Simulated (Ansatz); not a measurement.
**Convergence notes, G0W0 on YN (Fm-3m)**

A 2-atom cell of YN started from a crystallographic database, relaxed with r2SCAN; one-shot G0W0 in Ansatz without spin-orbit coupling. Spin-unpolarised throughout; all numbers are computed.

```cif
data_structure
_symmetry_space_group_name_H-M 'Fm-3m'
_symmetry_Int_Tables_number 225
_cell_length_a 4.8961
_cell_length_b 4.8961
_cell_length_c 4.8961
_cell_angle_alpha 90.000
_cell_angle_beta 90.000
_cell_angle_gamma 90.000
_cell_volume 117.37
loop_
_atom_site_label
_atom_site_type_symbol
_atom_site_symmetry_multiplicity
_atom_site_Wyckoff_symbol
_atom_site_fract_x
_atom_site_fract_y
_atom_site_fract_z
_atom_site_occupancy
Y1 Y 4 a 0.00000 0.00000 0.00000 1
N1 N 4 b 0.50000 0.00000 0.00000 1
```

Gaps are read over the mesh points alone. G0W0 here is at a finite number of bands, screening cutoff and k mesh, not at the basis limit.
```tsv
start	potentials	frequency model	mesh	empty bands	screening cutoff (eV)	Kohn-Sham gap (eV)	G0W0 gap (eV)	rough cost
HSE06	PAW	contour deformation	4×4×4	110	140	1.08	0.96	40 core-seconds
r2SCAN	PAW	contour deformation	4×4×4	110	140	0.53	0.60	14 core-seconds
PBE	PAW	contour deformation	6×6×6	47	80	0.18	0.37	21 core-seconds
```

The quasiparticle gap on this mesh is 0.96 eV (Γ to X), against 1.08 eV from HSE06: -0.12 eV. Renormalisation factors Z lie between 0.73 and 0.79.

Starting from r2SCAN (0.53 eV against HSE06's 1.08 eV) gives 0.60 eV, -0.36 eV from G0W0@HSE06 at the same screening cutoff. r2SCAN runs take a wave cutoff of 500 eV.
